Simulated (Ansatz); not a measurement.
A relaxed cell of Al is given with its symmetry left out. The cell was found from a structure generator's guess, not taken from experiment.

Theory: DFT PBE, scalar-relativistic, plane waves, PAW (Ansatz 0.2.0). Cutoff 420 eV, Γ-centred mesh, Gaussian smearing, no spin polarisation.

```
CELL_PARAMETERS angstrom
2.47871 -1.43057 0.00000
2.47871 1.43057 0.00000
-1.60313 0.00000 7.02825
ATOMIC_POSITIONS crystal
Al 0.77606 0.77606 0.33233
Al 0.22394 0.22394 0.66767
Al 0.00000 0.00000 0.00000
```

Energies count from the standard state of Al at the same level.

Q: Find its symmetry and describe it.

A: C2/m (No. 12). Conventional cell: a = 4.957 Å, b = 2.861 Å, c = 7.209 Å, β = 102.8°. Al on a site of symmetry m has 12 Al at 2.86–2.90 Å; Al on a site of symmetry 2/m is surrounded by 12 Al at 2.86 Å.

Q: How far does it lie from the standard state of Al?

A: +0.02 eV/atom. So it is a metastable form at best.

Q: Is it a metal?

A: Yes, bands cross the Fermi level on the 18×18×8 mesh.

The last run used an 18×18×8 mesh (in the run's order of axes) for its 3-atom cell and Gaussian smearing of 0.10 eV. The end has P-1 (No. 2) at a tolerance of 0.01 Å; the cell shown is made exact in the group found at 0.05 Å. The k mesh leaves some 4 meV/atom of noise in the energy of each metallic cell. Symmetry constrained the relaxation, so the result can be a saddle point.
